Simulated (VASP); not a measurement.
# Se (Pm-3m) in VASP: a series of runs

Runs on Se. Level: PBE. Tasks: single point.

All numbers are computed with VASP 6.6.1; they aren't measurements. Logs are shortened: lines on timing, memory, paths and dates and some standing lists are left out, and cuts for length are marked.

## (1) Starting point

Symmetry: Pm-3m, No. 221, cubic system. The conventional cell has a = 2.811 Å, b = 2.811 Å, c = 2.811 Å, α = 90.00°, β = 90.00°, γ = 90.00°. Around Se (site symmetry m-3m) lie 6 Se at 2.81 Å.

This isn't the form of Se at room conditions, which is trigonal, of chains.

## (2) Single point, PBE

Contents of INCAR:

```
ADDGRID = F
ALGO = Normal
EDIFF = 1E-6
ENCUT = 520
GGA = PE
ISIF = 2
ISMEAR = 0
LASPH = T
LCHARG = F
LREAL = F
LWAVE = F
NELM = 100
PREC = Accurate
SIGMA = 0.05
```

Contents of KPOINTS:

```
k-points
0
Gamma
  6 6 6
```

Contents of POSCAR:

```
Se
1.0
    2.8105630200      0.0000000000      0.0000000000
    0.0000000000      2.8105630200      0.0000000000
    0.0000000000      0.0000000000      2.8105630200
Se
1
Direct
    0.0000000000      0.0000000000      0.0000000000
```

Potentials or basis: VASP PAW PBE potentials, release 64 (Se).

Command:

```console
$ cat potpaw_PBE.64/Se/POTCAR > POTCAR
$ mpirun -np 1 vasp_std > vasp.out
```

OUTCAR:

```text
EDIFF = 1E-6
   ENCUT = 520
   GGA = PE
   ISIF = 2
   ISMEAR = 0
   LASPH = T
   LREAL = F
   NELM = 100
   PREC = Accurate

 Found     20 irreducible k-points:

 Following reciprocal coordinates:
            Coordinates               Weight
  0.000000  0.000000  0.000000      1.000000
  0.166667  0.000000  0.000000      6.000000
  0.333333  0.000000  0.000000      6.000000
  0.500000  0.000000  0.000000      3.000000
  0.166667  0.166667  0.000000     12.000000
  0.333333  0.166667  0.000000     24.000000
   k-points           NKPTS =     20   k-points in BZ     NKDIM =     20   number of bands    NBANDS=      7
   number of dos      NEDOS =    301   number of ions     NIONS =      1
   total plane-waves  NPLWV =  13824
   dimension x,y,z NGX =    24 NGY =   24 NGZ =   24
   dimension x,y,z NGXF=    48 NGYF=   48 NGZF=   48
   ions per type =               1
   NGX,Y,Z   is equivalent  to a cutoff of  14.20, 14.20, 14.20 a.u.
   NGXF,Y,Z  is equivalent  to a cutoff of  28.39, 28.39, 28.39 a.u.
 SYSTEM =  unknown system
   PREC   = accura    normal or accurate (medium, high low for compatibility)
   ISTART =      0    job   : 0-new  1-cont  2-samecut
   ICHARG =      2    charge: 1-file 2-atom 10-const
   ISPIN  =      1    spin polarized calculation?
   LNONCOLLINEAR =      F non collinear calculations
   LSORBIT =      F    spin-orbit coupling
   LASPH  =      T    aspherical Exc in radial PAW
   ENCUT  =  520.0 eV  38.22 Ry    6.18 a.u.   5.23  5.23  5.23*2*pi/ulx,y,z
   NELM   =    100;   NELMIN=  2; NELMDL= -5     # of ELM steps
   EDIFF  = 0.1E-05   stopping-criterion for ELM
   LREAL  =      F    real-space projection
   EDIFFG = 0.1E-04   stopping-criterion for IOM
   NSW    =      0    number of steps for IOM
   IBRION =     -1    ionic relax: 0-MD 1-quasi-New 2-CG
   NFREE  =      0    steps in history (QN), initial steepest desc. (CG)
   ISIF   =      2    stress and relaxation
   ISYM   =      2    0-nonsym 1-usesym 2-fastsym
   POTIM  = 0.5000    time-step for ionic-motion
   TEBEG  =    0.0;   TEEND  =   0.0 temperature during run
   PSTRESS=    0.0 pullay stress
   NELECT =       6.0000    total number of electrons
   NUPDOWN=      -1.0000    fix difference up-down
   EMIN   =  10.00;   EMAX   =-10.00  energy-range for DOS
   EFERMI =   0.00;   METHOD = LEGACY
   ISMEAR =     0;   SIGMA  =   0.05  broadening in eV -4-tet -1-fermi 0-gaus
   EFERMI_NEDOS =   21; number of points for ismear=-14 and -15
   IALGO  =     38    algorithm
   IMIX   =      4    mixing-type and parameters
     AMIX     =   0.40;   BMIX     =  1.00
     AMIX_MAG =   1.60;   BMIX_MAG =  1.00
  volume/ion in A,a.u.               =      22.20       149.82
  Fermi-wavevector in a.u.,A,eV,Ry     =   1.058438  2.000157 15.242472  1.120290
  Thomas-Fermi vector in A             =   2.193747
   LORBIT       =      0    0 simple, 1 ext, 2 COOP (PROOUT), +10 PAW based schemes
   GGA     = PE    functional components
   LHFCALC =     F    Hartree Fock is set to
   AEXX    =    0.0000 exact exchange contribution
   IVDW    =     0    specifies the selected vdW correction
   LEPSILON=     F    determine dielectric tensor
   LRPA    =     F    only Hartree local field effects (RPA)
 non-spin polarized calculation
 Gauss-broadening in eV      SIGMA  =   0.05
  energy-cutoff  :      520.00
  volume of cell :       22.20
 maximum number of plane-waves:       624
 NGX is ok and might be reduce to    24
   NGX = 11   NGY = 11   NGZ = 11

 number of electron       5.9999999 magnetization

 Free energy of the ion-electron system (eV)
  ---------------------------------------------------
  ext. energy  EPLUGINS =         0.00000000
  ---------------------------------------------------
  free energy    TOTEN  =        -3.16697828 eV

  energy without entropy =       -3.16448130  energy(sigma->0) =       -3.16572979

 E-fermi :   4.9033     XC(G=0): -10.0030

 val. band max:        4.7151416355   @ k =   0.3333   0.1667   0.1667
 cond. band min:       4.9271936341   @ k =   0.3333   0.1667   0.1667
 fundamental gap:      0.2120519987
 Fermi energy:         4.9033456791

 k-point     1 :       0.0000    0.0000    0.0000
  band No.  band energies     occupation
      1     -11.2961      2.00000
      2       6.3173      0.00000
      3       6.3173      0.00000
      4       6.3173      0.00000
      5      12.6426      0.00000
      6      12.6426      0.00000
      7      12.8675      0.00000

 k-point     2 :       0.1667    0.0000    0.0000
  band No.  band energies     occupation
      1     -10.9020      2.00000
      2       3.2573      2.00000
      3       6.6237      0.00000
      4       6.6237      0.00000
      5      13.0389      0.00000
      6      13.2734      0.00000
      7      16.5517      0.00000

 k-point     3 :       0.3333    0.0000    0.0000
  band No.  band energies     occupation
      1      -9.8916      2.00000
      2      -0.5009      2.00000
      3       7.3397      0.00000
      4       7.3397      0.00000
      5      14.0699      0.00000
      6      14.6914      0.00000
      7      19.6278      0.00000

 k-point     4 :       0.5000    0.0000    0.0000
  band No.  band energies     occupation
      1      -9.1715      2.00000
      2      -2.1920      2.00000
      3       7.7733      0.00000
      4       7.7733      0.00000
      5      14.8292      0.00000
      6      16.5904      0.00000
      7      17.5138      0.00000

 k-point     5 :       0.1667    0.1667    0.0000
  band No.  band energies     occupation
      1     -10.5083      2.00000
      2       3.5731      2.00000
      3       3.6508      2.00000
      4       6.9265      0.00000
      5      13.5766      0.00000
      6      16.2894      0.00000
      7      17.1042      0.00000

 k-point     6 :       0.3333    0.1667    0.0000
  band No.  band energies     occupation
      1      -9.4991      2.00000
      2      -0.1267      2.00000
      3       4.4805      2.00000
      4       7.6322      0.00000
      5      14.2834      0.00000
      6      15.2636      0.00000
      7      18.6857      0.00000

 [... further k-points ...]
[... 5 lines left out ...]
  --------------------------------------------------------------------------------------
  -------------------------------------------------------------------------------------
  Total        0.1471140      0.1471140      0.1471140     -0.0000000     -0.0000000     -0.0000000
  in kB       10.6165803     10.6165803     10.6165803     -0.0000000     -0.0000000     -0.0000000
  external PRESSURE =      10.6165803 kB  Pullay stress =       0.0000000 kB

 VOLUME and BASIS-vectors are now :
 -----------------------------------------------------------------------------
  energy-cutoff  :      520.00
  volume of cell :       22.20
      direct lattice vectors                 reciprocal lattice vectors
     2.810563020  0.000000000  0.000000000     0.355800597  0.000000000  0.000000000
     0.000000000  2.810563020  0.000000000     0.000000000  0.355800597  0.000000000
     0.000000000  0.000000000  2.810563020     0.000000000  0.000000000  0.355800597

 POSITION                                       TOTAL-FORCE (eV/Angst)
 -----------------------------------------------------------------------------------
      0.00000      0.00000      0.00000         0.000000      0.000000      0.000000
 -----------------------------------------------------------------------------------
    total drift:                               -0.000000      0.000000      0.000000

  FREE ENERGIE OF THE ION-ELECTRON SYSTEM (eV)
  ---------------------------------------------------
  free  energy   TOTEN  =        -3.1669782838 eV

  energy  without entropy=       -3.1644812975  energy(sigma->0) =       -3.16572979
```

Run time: 1.9 s. Hardware: 1 thread of Intel Xeon 6975P-C (Granite Rapids), shared host; peak memory 0.13 GiB.

The run converged, but some of its settings lie outside the range that counts as converged, so its numbers aren't taken as properties of the crystal.

Results:

```
Free energy            : -3.1670 eV
Pressure               : 1.1 GPa
Band gap on the k mesh : none (metal or under the smearing width)
```

Caveat: the k mesh is coarse (spacing up to 0.37 Å⁻¹), so the values aren't converged.

## (3) Single point, PBE

INCAR, as its differences from that of step 2:

```diff
@@ -3,3 +3,3 @@
 EDIFF = 1E-6
-ENCUT = 520
+ENCUT = 400
 GGA = PE
```

Contents of KPOINTS:

```
k-points
0
Gamma
  7 7 7
```

POSCAR is that of step 2.

Potentials or basis: VASP PAW PBE potentials, release 64 (Se).

Command:

```console
$ cat potpaw_PBE.64/Se/POTCAR > POTCAR
$ mpirun -np 1 vasp_std > vasp.out
```

Wall time 1.6 s (1 thread of Intel Xeon 6975P-C (Granite Rapids), shared host); peak memory 0.11 GiB.

These settings aren't checked as converged: the numbers below hold their error.

What came out:

```yaml
Free_energy: -3.2743 eV
Pressure: 1.1 GPa
Band_gap_on_the_k_mesh: none (metal or under the smearing width)
```
